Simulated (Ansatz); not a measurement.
Nb in Ansatz: the effect of functional

Crystal: Nb.

```
Nb
1.0
     0.00000    2.15648    2.15648
     2.15648    0.00000    2.15648
     2.15648    2.15648    0.00000
Nb
1
Direct
  0.00000 0.00000 0.00000
```

This isn't the form of Nb at room conditions, which is bcc.

The cell isn't the ideal one: volume scaled by 1.06.

Alike in all runs:

```yaml
Program: Ansatz 0.2.0
Task: single point
Potentials_or_basis: Ansatz PAW
k_mesh: 11 × 11 × 11
Occupations: fermi-dirac, width 0.05 eV
Spin: no spin polarisation
```

Q: One run gave: pressure -15.0 GPa. Which functional did it use?
A. r2SCAN
B. LDA
C. PBEsol

A: C.

```tsv
functional	cutoff	pressure (GPa)
LDA	420 eV (not typed: the program's choice for these potentials)	-18.3
PBEsol	420 eV (not typed: the program's choice for these potentials)	-15.0
r2SCAN	500 eV (not typed: the program's choice for these potentials)	-10.5
```

Caveats: the PAW data sets come from PBE, with cores solved anew for the run's functional, which leaves a small shift of forces and pressure.
